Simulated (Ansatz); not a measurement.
MgO (zincblende), relaxed with r2SCAN, was run in the PAW code Ansatz under altered settings. All numbers are computed, without spin polarisation but where a row says otherwise.

```
CELL_PARAMETERS angstrom
0.00000 2.28201 2.28201
2.28201 0.00000 2.28201
2.28201 2.28201 0.00000
ATOMIC_POSITIONS crystal
Mg 0.00000 0.00000 0.00000
O 0.25000 0.25000 0.25000
```

The base run's other keys:
```yaml
kpoints:
  mp_grid: { grid: [6, 6, 6] }
hamiltonian:
  xc: r2scan
scf:
  occupations: { method: fixed }
  n_extra_bands: 4
```

It takes 6 iterations with 609 plane waves at 500 eV and 16 k points, and leaves a mean stress of +0.02 GPa. The gap over this mesh is 4.336 eV. It ran on 4 threads of Arm Neoverse N1 (shared host).

Outcomes, with energy and stress as changes against the base:
```
                               setting            outcome  ΔF (meV/atom)  Δ mean stress (GPa)  gap on the mesh (eV)  iterations  wall time
                      basis.xc_grid: 1          converged           -0.1                +0.01                 4.334           6     0.92 s
scf.occupations: methfessel_paxton 0.5          converged            0.0                 0.00                 4.336           6        1 s
                    scf.mixing.ndim: 1          converged            0.0                 0.00                 4.336          16      1.4 s
scf.occupations: methfessel_paxton 0.2          converged            0.0                 0.00                 4.336           6      1.1 s
             scf.occupations: cold 0.2          converged            0.0                 0.00                 4.336           6        1 s
          hamiltonian.dispersion: d3bj  converged, warned           -109                -1.50                 4.336           6      1.1 s
                    basis.ecutwfc: 300  converged, warned           +220                +0.26                 4.302           6      0.8 s
                  scf.mixing.beta: 1.0          converged            0.0                 0.00                 4.336           6      1.1 s
       kpoints.mp_grid.grid: [5, 5, 5]          converged           +0.3                 0.00                 4.335           6     0.93 s
        scf.occupations: gaussian 0.05          converged            0.0                 0.00                 4.336           6      1.1 s
         hamiltonian.dispersion: rvv10          converged              –                -0.75                 4.274           6      1.7 s
         scf.occupations: gaussian 0.5          converged            0.0                 0.00                 4.336           6        1 s
                        accuracy: high          converged            0.0                 0.00                 4.336           8      1.4 s
                  hamiltonian.xc: scan            refused              –                    –                     –           –     0.03 s
```
A dash marks a value that wasn't obtained or can't be compared. Stress is positive in compression. The base took 1.3 s.

- hamiltonian.dispersion: d3bj. The free energy moves by -109 meV an atom, the mean stress by -1.50 GPa and the gap on the mesh by 0.000 eV (to 4.336). A pairwise correction adds to energy, forces and stress and leaves the bands alone. Warned: dispersion damping borrowed.
- basis.ecutwfc: 300. 283 plane waves in place of 609. The free energy moves by +220 meV an atom, the mean stress by +0.26 GPa and the gap on the mesh by -0.034 eV (to 4.302). The basis is too small: these are errors of the cutoff. Warned: cutoff below recommended.
- hamiltonian.dispersion: rvv10. The mean stress moves by -0.75 GPa and the gap on the mesh by -0.062 eV (to 4.274).
- hamiltonian.xc: scan. The input is refused before any iteration. Error: YAML parse error: line 12 column 7: hamiltonian.xc: unknown variant `scan`, expected one of […]

Within 1 meV an atom, 0.1 GPa and 0.005 eV of the base stay: basis.xc_grid: 1; scf.occupations: methfessel_paxton 0.5; scf.mixing.ndim: 1; scf.occupations: methfessel_paxton 0.2; scf.occupations: cold 0.2; scf.mixing.beta: 1.0; kpoints.mp_grid.grid: [5, 5, 5]; scf.occupations: gaussian 0.05; scf.occupations: gaussian 0.5; accuracy: high.
